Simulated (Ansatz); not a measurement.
Si under changes of volume

One of the cells (20.126 Å³/atom); the others are scaled copies at fixed shape and fractional positions:

```xyz
4
Lattice="3.8313 0.0000 0.0000 -1.9157 3.3180 0.0000 0.0000 0.0000 6.3326" Properties=species:S:1:pos:R:3 pbc="T T T"
Si    1.9157    1.1060    5.9336
Si    0.0000    2.2120    2.7673
Si    1.9157    1.1060    3.5653
Si    0.0000    2.2120    0.3990
```

This isn't the form of Si at room conditions, which is diamond.

```yaml
Program: Ansatz 0.2.0
Functional: LDA
Potentials_or_basis: all-electron LAPW, scalar-relativistic
Cutoff: 197 eV (chosen from the basis error)
Basis_error_allowed: 0.002 eV/atom
k_mesh: 8 × 8 × 4
Occupations: fermi-dirac, width 0.05 eV
Spin: no spin polarisation
```

```csv
volume (Å³/atom),energy over the lowest point (meV/atom),pressure (GPa),gap on the mesh (eV),largest force (eV/Å)
18.918,9.31,4.1,0.18,0.011
19.321,?,?,?,?
19.723,0.00,-0.2,0.28,0.007
20.126,2.98,-2.1,0.32,0.015
20.528,10.35,-3.7,0.36,0.023
20.931,21.67,-5.2,0.39,0.030
21.333,36.54,-6.6,0.43,0.036
```

Problem. What does the run at 19.321 Å³/atom give?

Solution. Energy over the lowest point 1.93 meV/atom; pressure 1.8 GPa; gap on the mesh 0.23 eV; largest force 0.002 eV/Å.

Worked out: A Birch-Murnaghan fit of order 3 (a polynomial in V^(-2/3)) to the other rows has its minimum at 19.67 Å³/atom with B0 = V·E''(V) = 96 GPa and B' = 4.3 at fixed shape and positions, which overstates the stiffness. It gives 1.92 meV/atom at 19.321 Å³/atom, against the run's 1.93, and -dE/dV = 1.8 GPa, against 1.8. A straight line through the other rows of the gap, of slope 2.05 eV per unit of ln V, gives 0.23 eV, against the run's 0.23.

Energies are extrapolated to zero smearing.

A mesh can miss the band edges.
